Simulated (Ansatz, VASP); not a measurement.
# Ni in VASP and in Ansatz

INCAR

```
ALGO = Normal ; EDIFF = 1E-6
ENCUT = 520 ; GGA = PE
ISIF = 2 ; ISMEAR = -1
ISPIN = 2 ; LASPH = T
LCHARG = F ; LMAXMIX = 4
LORBIT = 11 ; LREAL = F
LWAVE = F ; MAGMOM = 1
NELM = 150 ; PREC = Accurate
SIGMA = 0.05
```

File KPOINTS:

```
k-points
0
Gamma
  13 13 13
```

POSCAR

```
Ni
1.0
    0.0000000000      1.7375729330      1.7375729330
    1.7375729330      0.0000000000      1.7375729330
    1.7375729330      1.7375729330      0.0000000000
Ni
1
Direct
    0.0000000000      0.0000000000      0.0000000000
```

File KPOINTS_OPT:

```
path GXWKGLUWLK,UX
20
line-mode
reciprocal
 0.0000000000  0.0000000000  0.0000000000  G
 0.5000000000  0.0000000000  0.5000000000  X

 0.5000000000  0.0000000000  0.5000000000  X
 0.5000000000  0.2500000000  0.7500000000  W

 0.5000000000  0.2500000000  0.7500000000  W
 0.3750000000  0.3750000000  0.7500000000  K

 0.3750000000  0.3750000000  0.7500000000  K
 0.0000000000  0.0000000000  0.0000000000  G

 0.0000000000  0.0000000000  0.0000000000  G
 0.5000000000  0.5000000000  0.5000000000  L

 0.5000000000  0.5000000000  0.5000000000  L
 0.6250000000  0.2500000000  0.6250000000  U

 0.6250000000  0.2500000000  0.6250000000  U
 0.5000000000  0.2500000000  0.7500000000  W

 0.5000000000  0.2500000000  0.7500000000  W
 0.5000000000  0.5000000000  0.5000000000  L

 0.5000000000  0.5000000000  0.5000000000  L
 0.3750000000  0.3750000000  0.7500000000  K

 0.6250000000  0.2500000000  0.6250000000  U
 0.5000000000  0.0000000000  0.5000000000  X
```

The input input.yaml:

```yaml
crystal:
  lattice:
    - [0.0, 1.737572933, 1.737572933]
    - [1.737572933, 0.0, 1.737572933]
    - [1.737572933, 1.737572933, 0.0]
  atoms:
    - { symbol: Ni, position: [0.0, 0.0, 0.0], spin: 1.0 }
hamiltonian:
  xc: pbe
  pseudopotentials: { kind: paw }
magnetization:
  spin_polarized: true
kpoints:
  mp_grid: { grid: [13, 13, 13] }
  band_path:
    path:
      - [[0.0, 0.0, 0.0], [0.5, 0.0, 0.5], [0.5, 0.25, 0.75], [0.375, 0.375, 0.75], [0.0, 0.0, 0.0], [0.5, 0.5, 0.5], [0.625, 0.25, 0.625], [0.5, 0.25, 0.75], [0.5, 0.5, 0.5], [0.375, 0.375, 0.75]]
      - [[0.625, 0.25, 0.625], [0.5, 0.0, 0.5]]
    npoints: 14
scf:
  occupations: { method: fermi_dirac, width: 0.05 }
  n_extra_bands: 6
output:
  forces: true
  stress: true
  eigenvalues: true
  fatbands: false
```

Alike in both runs: task band structure; functional PBE; k mesh 13 × 13 × 13; occupations fermi-dirac, width 0.05 eV; collinear spin, ferromagnetic start.

|  | VASP | Ansatz |
| --- | --- | --- |
| version | VASP 6.6.1 | Ansatz 0.2.0 |
| potentials or method | VASP PAW PBE potentials, release 64 (Ni) | Ansatz PAW |
| plane-wave cutoff (eV) | 520 | 420 |
| valence electrons in the cell | 10 | 18 |

Ansatz gave:

- gap on the k mesh at the Fermi level (eV): none
- pressure (GPa): 8.1
- net moment per atom (μB): 0.63
- size of the moment on the site where the two differ most (μB): 0.67

**Question.** Which values does VASP return?

**Answer.** gap on the k mesh at the Fermi level (eV): none; pressure (GPa): 8.0; net moment per atom (μB): 0.62; size of the moment on the site where the two differ most (μB): 0.63.

Site moments also hang on the region over which each program counts them. A gap of «none» marks a metal or a gap that the smearing closes. The two sets of potentials don't hold the same shells in valence.
